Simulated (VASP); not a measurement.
Runs of VASP 6.6.1 on Cu. All rows change the cell; the cell of one of them follows. The cell holds a slab with vacuum, 5 atoms: a = 2.531 Å, b = 2.531 Å, c = 23.262 Å, α = 90.00°, β = 90.00°, γ = 120.00°. 

| task | level | cell | smearing | dipole correction | atoms held fixed (from 0) | gap on the mesh (eV) | largest force (eV/Å) | work function (eV) |
| --- | --- | --- | --- | --- | --- | --- | --- | --- |
| relaxation of the atoms | PBE+D4 | atoms relaxed from: the (0 0 1) slab of Cu, cut from the database cell, not relaxed | gaussian 0.05 eV | yes | [0, 1] | none | - | - |
| single point | PBE | the (0 0 1) slab of Cu, cut from the database cell, not relaxed | fermi-dirac 0.05 eV | yes | - | none | 0.19 | 4.75 |
| relaxation of the atoms | optB86b-vdW | atoms relaxed from: the (0 0 1) slab of Cu, cut from the database cell, not relaxed | gaussian 0.05 eV | yes | [0, 1] | none | - | - |
| work function | PBE | the (0 0 1) slab of Cu, cut from the database cell, not relaxed | gaussian 0.05 eV | yes | - | none | (a) | 4.71 |
| single point | optPBE-vdW | the (0 0 1) slab of Cu, cut from the database cell, not relaxed; atoms moved at random, drawn with an rms of 0.02 Å | gaussian 0.1 eV | - | - | none | 0.31 | - |

Alike in all rows: potentials or basis VASP PAW PBE potentials, release 64 (Cu); no spin polarisation; k mesh 12 × 12 × 1; cutoff (eV) 520.

Question: Estimate the missing entries.

Answer: (a) 0.17.

Caveats: the PAW data sets were made with another functional, which shifts forces and pressure a little (some runs).

A gap of «none» marks a metal or a gap under the smearing width.
